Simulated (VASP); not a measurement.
# TePb: dielectric tensor with PBE

**Experimental background.**

A printed reference work, monograph reports, for a bulk crystal of TePb at 300 K: high-frequency dielectric constant 32.8.

Crystal: TePb.

```xyz
2
Lattice="0.0000 3.2219 3.2219 3.2219 0.0000 3.2219 3.2219 3.2219 0.0000" Properties=species:S:1:pos:R:3 pbc="T T T"
Te    3.2219    3.2219    3.2219
Pb    0.0000    0.0000    0.0000
```

| Quantity | Value |
| --- | --- |
| Program | VASP 6.6.1 |
| Task | dielectric tensor |
| Functional | PBE |
| Potentials or basis | VASP PAW PBE potentials, release 64 (Te, Pb_d) |
| Cutoff | 520 eV |
| k mesh | 12 × 12 × 12 |
| Occupations | gaussian, width 0.03 eV |
| Spin | no spin polarisation |
| Monkhorst-Pack mesh | yes |
| Further INCAR settings | ALGO = Fast; EDIFF = 1e-08 |

- Electronic dielectric tensor (diagonal): 28.93
- Born charges (mean of the diagonal): Te -5.84; Pb +5.84 e

Levels at points of the mesh, in eV from the valence-band top:
| k point | band 7 | band 8 | band 9 | band 10 | band 11 | band 12 | band 13 | band 14 |
| --- | --- | --- | --- | --- | --- | --- | --- | --- |
| (0.04, 0.04, 0.04) | -5.59 | -1.34 | -1.34 | -1.31 | 4.01 | 4.04 | 4.04 | 5.78 |

Electronic dielectric tensor:
```
28.93  0.00  0.00
 0.00 28.93  0.00
 0.00  0.00 28.93
```

Born effective charge tensors (e):
atom 1, Te
```
-5.84  0.00  0.00
 0.00 -5.84  0.00
 0.00  0.00 -5.84
```
atom 2, Pb
```
5.84 0.00 0.00
0.00 5.84 0.00
0.00 0.00 5.84
```

Wall time 23 min on 1 thread of Intel(R) Xeon(R) 6975P-C (Granite Rapids) (shared host), peak memory 1.1 GiB.

Measured high-frequency dielectric constant of TePb: 32.8 (300 K; a printed reference work, monograph). This calculation gives 28.93 (-11.8 %). 2 values of this kind are on record (32.8 to 36.9); this one was drawn at random.

Spin-orbit coupling is left out, which matters for the levels of Pb, Te.
